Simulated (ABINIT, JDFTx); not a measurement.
This is a calculation of Tc for JDFTx 1.7.0 (patched build). 

Tc.in

```
lattice \
    5.1778495815    -2.5889247907     0.0000000000 \
    0.0000000000     4.4841492746     0.0000000000 \
    0.0000000000     0.0000000000     8.3110154961
coords-type Lattice
ion Tc     0.6666666667     0.3333333333     0.7500000000 1
ion Tc     0.3333333333     0.6666666667     0.2500000000 1

ion-species pseudo/Tc.upf
elec-cutoff 42 336
elec-ex-corr gga-PBE
kpoint-folding 11 11 6
elec-smearing Fermi 0.0018374661
elec-n-bands 22
electronic-SCF nIterations 100 energyDiffThreshold 1e-09
electronic-minimize nIterations 30 energyDiffThreshold 1e-7
converge-empty-states yes
forces-output-coords Cartesian

dump-name run.$VAR
dump End Ecomponents EigStats BandEigs Kpoints Forces Stress
```

Potentials or basis: PseudoDojo-SR-PBE-0.5-standard.

Launch:

```bash
$ jdftx -c 1 -i Tc.in -o Tc.out
```

**Question.** Translate it to ABINIT 10.8.3 (patched build). Potentials or basis there: JTH PAW PBE v2.0, cutoff 463 eV.

**Answer.** As run (cutoffs and basis follow the program's own potentials, and thresholds, step limits or extra output files can differ):

run.abi

```
# Pseudopotentials
pp_dirpath "./"
pseudos "Tc.GGA_PBE-JTH.xml"

# Structure
structure "poscar:POSCAR"
natom 2

# Plane-wave basis
ecut 17.0
pawecutdg 34.0

# k points
kptopt 1
ngkpt 11 11 6
nshiftk 1
shiftk 0.0 0.0 0.0

# Exchange and correlation
ixc 11

# Bands and occupations
nband 19
occopt 3
tsmear 0.05 eV

# SCF cycle
nstep 100
tolvrs 1.0e-9

# Output
iomode 3
prtwf 0
prtden 0
prteig 0
prtebands 0
enunit 1
```

POSCAR

```
Tc
1.0
    2.7400000000      0.0000000000      0.0000000000
   -1.3700000000      2.3729096064      0.0000000000
    0.0000000000      0.0000000000      4.3980000000
Tc
2
Direct
    0.6666666667      0.3333333333      0.7500000000  Tc
    0.3333333333      0.6666666667      0.2500000000  Tc
```

Potentials or basis: JTH PAW PBE v2.0.

Command:

```bash
$ abinit run.abi > log 2>&1
```

Both were run:

|  | JDFTx | ABINIT |
| --- | --- | --- |
| Pressure | 3.3 GPa | 2.1 GPa |

Pressure is positive in compression.
